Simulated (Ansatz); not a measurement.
# CuO (Cccm) in Ansatz: further runs

The runs below take CuO through band structure, single point, equation of state, with LDA, r2SCAN.

Program: Ansatz 0.2.0. These are calculated values, not measurements. Logs are shortened: lines on timing, memory, paths and dates and some standing lists are left out, and cuts for length are marked.

## (1) Starting point

It takes space group Cccm (No. 66, orthorhombic). Conventional cell: a = 3.982 Å, b = 4.307 Å, c = 5.156 Å, α = 90.00°, β = 90.00°, γ = 90.00°. Cu (site symmetry 2/m) has 4 O at 1.95 Å as nearest neighbours. O (site symmetry 222) is surrounded by 4 Cu at 1.95 Å.

Measurements of this composition are mostly on another form, of space group No. 15.

## (2) Band structure, LDA

The input, input.yaml:

```yaml
crystal:
  lattice:
    - [1.990968, -2.15355, 0.0]
    - [1.990968, 2.15355, 0.0]
    - [0.0, 0.0, 5.155928]
  atoms:
    - { symbol: Cu, position: [0.5, 0.0, 0.0] }
    - { symbol: Cu, position: [0.0, 0.5, 0.5] }
    - { symbol: O, position: [0.5, 0.5, 0.25] }
    - { symbol: O, position: [0.5, 0.5, 0.75] }
hamiltonian:
  xc: lda
  pseudopotentials: { kind: paw }
kpoints:
  mp_grid: { grid: [9, 9, 5] }
  band_path:
    path:
      - [[0.0, 0.0, 0.0], [0.463677429, 0.463677429, 0.0], [0.0, 0.5, 0.0], [0.0, 0.5, 0.5], [0.463677429, 0.463677429, 0.5], [0.0, 0.0, 0.5], [0.0, 0.0, 0.0], [-0.5, 0.5, 0.0], [-0.463677429, 0.536322571, 0.0], [-0.463677429, 0.536322571, 0.5], [-0.5, 0.5, 0.5], [-0.5, 0.5, 0.0]]
      - [[0.0, 0.0, 0.5], [-0.5, 0.5, 0.5]]
    npoints: 14
scf:
  occupations: { method: fermi_dirac, width: 0.05 }
  n_extra_bands: 10
output:
  forces: true
  stress: true
  eigenvalues: true
  fatbands: true
```

Potentials or basis: Ansatz PAW.

Run with:

```sh
$ ansatz run input.yaml --threads 2 --pin off --max-ram 5632MiB --backend cpu --events-out ev --progress --plain --runs-dir out
```

The log of the run:

```text
Warning: RAYON_NUM_THREADS=2 ignored (pool sized by the plan → 2); use --threads N
scf.n_extra_bands = 10 over 25 filled bands (N_el = 50.0): the run solves 35 bands
Engine: ansatz 0.2.0, aarch64-unknown-linux-gnu
Pseudopotentials: kind: paw
Pseudopotential: Cu, paw, valence charge 19, recommended cutoff 420 eV (normal), Cu.paw.azcp
Pseudopotential: O, paw, valence charge 6, recommended cutoff 420 eV (normal), O.paw.azcp
Functional definition: SPW92
  exchange = slater_x
  correlation = pw_c
Crystal: 4 atoms, lattice volume = 44.214 Å³
Basis set: ecut = 420 eV, 841 PW (Γ)
Bands: 35, of which v1, the nominal top of the filled ones, is band 25 counted from 1 (24 counted from 0)
Symmetry: 8 space group operations
Space group: Cccm (ITA 66), of the structure as read, at distance tolerance 3.5e-5 Å
k-points: 75 of 405
Non-local potential: Cu, projectors of the file, l = 0: 3, l = 1: 2, l = 2: 3, l = 3: 1
Non-local potential: O, projectors of the file, l = 0: 2, l = 1: 2, l = 2: 1
PAW form: soft (Blöchl's): semilocal exchange-correlation on the pseudo side does not see the compensation charge
PAW frozen core: Cu, regenerated for the run's functional, and the local potential with it (the file was generated under x = pbe(κ = 0.804, μ = 0.2195149727645171), c = pbe(β = 0.06672455060314922))
PAW frozen core: O, regenerated for the run's functional, and the local potential with it (the file was generated under x = pbe(κ = 0.804, μ = 0.2195149727645171), c = pbe(β = 0.06672455060314922))
PAW one-centre angular grid: Cu, 590 points (default); XC on 64 Gauss nodes
PAW one-centre angular grid: O, 110 points (default); XC on 64 Gauss nodes
Initial density: superposition of atomic densities (neutral atoms: chi_scale 0, normalization atom), corrected by the library's trained network
Initial wavefunctions: pseudopotential atomic-orbital guess
Functional: x = slater, c = lda
SCF iter   1: F=—  HF=-14219.261001 eV  |F-HF|=—  |Δ(HF+E_count)|=         —  Δρ=2.32e-2  dr2=1.63e-1  ethr=1.77e-3  ⟨swp⟩=5.3  Hψ=9964  notcnv=0  defer=14
preconditioner: auto → LDOS  [metal: Δε(μ)=0.033 eV  Ē_g=15.046 eV  σ=0.050 eV  W_gap=0.16  n_scr=16 (ndim 8)  ℏωp=32.6 eV  f_vac=0.043  D(μ)=2.19/eV (n_scr^D=18)  β→1.0]
SCF iter   2: F=—  HF=-14219.320837 eV  |F-HF|=—  |Δ(HF+E_count)|=   5.98e-2  Δρ=3.68e-2  dr2=3.13e-1  ethr=3.27e-4  ⟨swp⟩=2.5  Hψ=5721  notcnv=0  defer=217  recentre
SCF iter   3: F=—  HF=-14219.212585 eV  |F-HF|=—  |Δ(HF+E_count)|=   1.08e-1  Δρ=5.04e-3  dr2=9.94e-3  ethr=3.27e-4  ⟨swp⟩=2.3  Hψ=4691  notcnv=0  defer=217
SCF iter   4: F=—  HF=-14219.210176 eV  |F-HF|=—  |Δ(HF+E_count)|=   2.41e-3  Δρ=2.18e-3  dr2=1.41e-3  ethr=1.99e-5  ⟨swp⟩=2.8  Hψ=4546  notcnv=0  defer=217
SCF iter   5: F=—  HF=-14219.209936 eV  |F-HF|=—  |Δ(HF+E_count)|=   2.41e-4  Δρ=6.06e-4  dr2=1.00e-4  ethr=2.81e-6  ⟨swp⟩=1.4  Hψ=2655  notcnv=0  defer=217
SCF iter   6: F=—  HF=-14219.209918 eV  |F-HF|=—  |Δ(HF+E_count)|=   1.80e-5  Δρ=3.20e-5  dr2=2.18e-7  ethr=2.01e-7  ⟨swp⟩=2.0  Hψ=2992  notcnv=0  defer=217
SCF iter   7: F=—  HF=-14219.209919 eV  |F-HF|=—  |Δ(HF+E_count)|=   1.19e-6  Δρ=6.42e-6  dr2=1.20e-8  ethr=2.00e-10  ⟨swp⟩=8.0  Hψ=12891  notcnv=0
SCF iter   8: F=-14219.209919 eV  HF=-14219.209919 eV  |F-HF|=1.42e-10  |Δ(HF+E_count)|=   2.09e-9  Δρ=6.86e-7  dr2=9.16e-11  ethr=2.40e-11  ⟨swp⟩=2.0  Hψ=7171  notcnv=0
SCF 1 converged in 8 iterations: F = -14219.209919 eV  dr2 = 9.16e-11
NSCF: frozen V_eff on 170 k-points
SCF converged after 8 iterations
Free energy (F): -14219.209919 eV
Harris-Foulkes:  -14219.209919 eV  (|F-HF|=1.42e-10)
Internal energy: -14219.190600 eV  (E = F + TS)
E sigma→0 (E₀):  -14219.200259 eV
Entropy (-TS):   -0.019319 eV (-4.830 meV/atom)
Fermi energy:    10.405848 eV
--- Per-component energies (eV) ---
  E_band       = -938.954851
  E_kinetic    = 939.096467
  E_local      = -10140.847072  (includes V_loc(G=0)·N_el)
  E_nonlocal   = 887.111206
  E_hartree    = 4377.767465
  E_xc         = -319.460655
  E_vxc        = -412.668661  (∫ρ·V_xc dr)
  E_paw        = -3475.052904  (= ΣΔE_a)
  E_vpaw       = -967.188412  (= ΣTr[D̂ρ^β])
  E_aug_tail   = 0.005546  (compensation charges beyond the density's cutoff)
  E_ewald      = -6488.903815
  E_core_change = 1.093163  (= ΣΔE_core)
  E_smearing   = -0.019319  (= −TS)
  E_closure    = -0.000000  (closes the sum)
  Σ components = -14219.209919   (vs F -14219.209919, Δ=0.00e0)
--- Forces (eV/Å), atoms counted from 1 ---
  atom   1  Cu     0.00000000     0.00000000     0.00000000
  atom   2  Cu     0.00000000     0.00000000     0.00000000
  atom   3  O      0.00000000     0.00000000    -0.00000000
  atom   4  O      0.00000000     0.00000000     0.00000000
  max |Σ_I F_I| component: 2.52e-29 eV/Å
--- Stress (GPa, compression-positive) ---
       -9.653227      -0.000000       0.000000
       -0.000000     -11.960046      -0.000000
        0.000000      -0.000000     -14.994918
  P = ⅓ Tr σ = -12.2027 GPa (-122.027 kbar)
--- Band table (eV; the first three rows and the last of 75) ---
  k-point 0: bands = ["-101.4266", "-101.4262", "-59.3657", "-59.3654", "-59.3267", "-59.3208", "-59.0250", "-59.0246", "-9.1090", "-7.7359", "2.2298", "4.8897", "5.0540", "6.6928", "6.9869", "6.9956", "7.1382", "7.4456", "7.9202", "8.0180", "8.0769", "8.0815", "8.1516", "8.5511", "11.0145", "11.1970", "11.8184", "16.4458", "17.6107", "23.5704", "24.6740", "24.7850", "25.0280", "25.6217", "26.1425"]
  k-point 1: bands = ["-101.4266", "-101.4263", "-59.3657", "-59.3655", "-59.3261", "-59.3214", "-59.0250", "-59.0247", "-8.9999", "-7.8964", "2.6249", "4.9155", "5.0514", "6.5129", "6.8083", "6.8108", "6.8932", "7.1374", "8.0329", "8.0900", "8.1432", "8.3151", "8.3896", "8.4568", "10.8541", "11.0191", "12.3339", "15.5230", "18.8641", "23.6934", "24.4164", "24.8873", "24.9328", "25.6705", "25.7560"]
  k-point 2: bands = ["-101.4265", "-101.4264", "-59.3656", "-59.3655", "-59.3247", "-59.3228", "-59.0249", "-59.0248", "-8.6968", "-8.2796", "3.6866", "4.9770", "5.0313", "5.1288", "6.5997", "6.6050", "6.9771", "7.1003", "8.1040", "8.1138", "8.1229", "8.2597", "8.7921", "8.8433", "10.5599", "10.6432", "13.3431", "14.4080", "20.8338", "22.8731", "24.0865", "24.8117", "25.2059", "25.2470", "25.8841"]
  k-point 74: bands = ["-101.4253", "-101.4253", "-59.3773", "-59.3764", "-59.3219", "-59.3214", "-59.0338", "-59.0333", "-7.7873", "-7.6303", "4.1422", "4.5237", "4.5851", "4.9611", "5.0667", "5.2671", "7.4582", "7.7007", "8.0968", "8.1232", "8.4237", "8.4359", "8.9958", "9.0378", "9.5870", "10.3408", "13.9051", "15.0879", "20.2168", "20.4747", "21.9101", "22.3558", "24.8095", "25.0667", "26.4973"]
```

Wall time 7.5 s (2 threads of Arm Neoverse V2, shared host); peak memory 0.36 GiB.

What came out:

| Item | Value |
| --- | --- |
| Free energy | -14219.2099 eV |
| Pressure | -12.2 GPa |
| Band gap on the k mesh | none (metal or under the smearing width) |

Stress tensor (GPa, compression positive):
```
 -9.65   0.00   0.00
  0.00 -11.96   0.00
  0.00   0.00 -14.99
```

Levels at the corners of the path, in eV from the Fermi level:
```csv
point,band 21,band 22,band 23,band 24,band 25,band 26,band 27,band 28,band 29,band 30
Γ,-2.33,-2.32,-2.25,-1.85,0.61,0.79,1.41,6.04,7.20,13.16
X,-2.29,-2.28,-1.57,-1.20,-1.18,1.13,2.25,6.90,9.03,10.34
S,-2.21,-1.83,-1.52,-1.46,0.24,0.48,3.56,5.85,6.31,10.89
R,-2.31,-2.29,-1.96,-1.78,-0.13,0.70,4.24,5.82,8.05,8.58
A,-1.88,-1.88,-1.39,-1.39,-0.48,-0.48,4.01,4.01,9.94,9.94
Z,-2.23,-2.23,-1.50,-1.50,0.13,0.13,3.47,3.47,11.47,11.47
Γ,-2.33,-2.32,-2.25,-1.85,0.61,0.79,1.41,6.04,7.20,13.16
Y,-2.31,-2.28,-1.60,-1.17,-1.11,1.15,2.09,7.12,9.00,10.17
X1,-2.29,-2.28,-1.57,-1.20,-1.18,1.13,2.25,6.90,9.03,10.34
A1,-1.88,-1.88,-1.39,-1.39,-0.48,-0.48,4.01,4.01,9.94,9.94
T,-1.86,-1.86,-1.36,-1.36,-0.49,-0.49,3.96,3.96,9.92,9.92
Y,-2.31,-2.28,-1.60,-1.17,-1.11,1.15,2.09,7.12,9.00,10.17
Z,-2.23,-2.23,-1.50,-1.50,0.13,0.13,3.47,3.47,11.47,11.47
T,-1.86,-1.86,-1.36,-1.36,-0.49,-0.49,3.96,3.96,9.92,9.92
```

Caveat: the pressure holds a Pulay correction of +0.9 GPa for the finite cutoff; the run has no spin polarisation, though such a crystal can be magnetic; semilocal functionals often make such compounds metallic where correlation or magnetic order opens a gap, which also shifts bond lengths; the PAW data sets come from PBE, with cores solved anew for the run's functional, which leaves a small shift of forces and pressure. With open d or f shells a metallic result of LDA can be an artefact of self-interaction; +U or a hybrid may open a gap.

## (3) Single point, LDA, 10.39 Å³/atom (volume scaled by 0.94)

The input, input.yaml:

```yaml
crystal:
  lattice:
    - [1.9503245957, -2.1095876644, 0.0]
    - [1.9503245957, 2.1095876644, 0.0]
    - [0.0, 0.0, 5.0506754463]
  atoms:
    - { symbol: Cu, position: [0.5, 0.0, 0.0] }
    - { symbol: Cu, position: [0.0, 0.5, 0.5] }
    - { symbol: O, position: [0.5, 0.5, 0.25] }
    - { symbol: O, position: [0.5, 0.5, 0.75] }
hamiltonian:
  xc: lda
  pseudopotentials: { kind: paw }
kpoints:
  mp_grid: { grid: [9, 9, 5] }
scf:
  occupations: { method: fermi_dirac, width: 0.05 }
output:
  forces: true
  stress: true
  eigenvalues: true
```

Potentials or basis: Ansatz PAW.

Run with:

```sh
$ ansatz run input.yaml --threads 2 --pin off --max-ram 5632MiB --backend cpu --events-out ev --progress --plain --runs-dir out
```

Wall time 2.2 s (2 threads of Arm Neoverse V2, shared host); peak memory 0.35 GiB.

It converged, with:

```
Free energy            : -14219.3359 eV
Pressure               : -2.4 GPa
Band gap on the k mesh : none (metal or under the smearing width)
```

Caveat: the pressure holds a Pulay correction of +0.9 GPa for the finite cutoff; the run has no spin polarisation, though such a crystal can be magnetic; semilocal functionals often make such compounds metallic where correlation or magnetic order opens a gap, which also shifts bond lengths; the PAW data sets come from PBE, with cores solved anew for the run's functional, which leaves a small shift of forces and pressure.

[end of part 1 of 2]
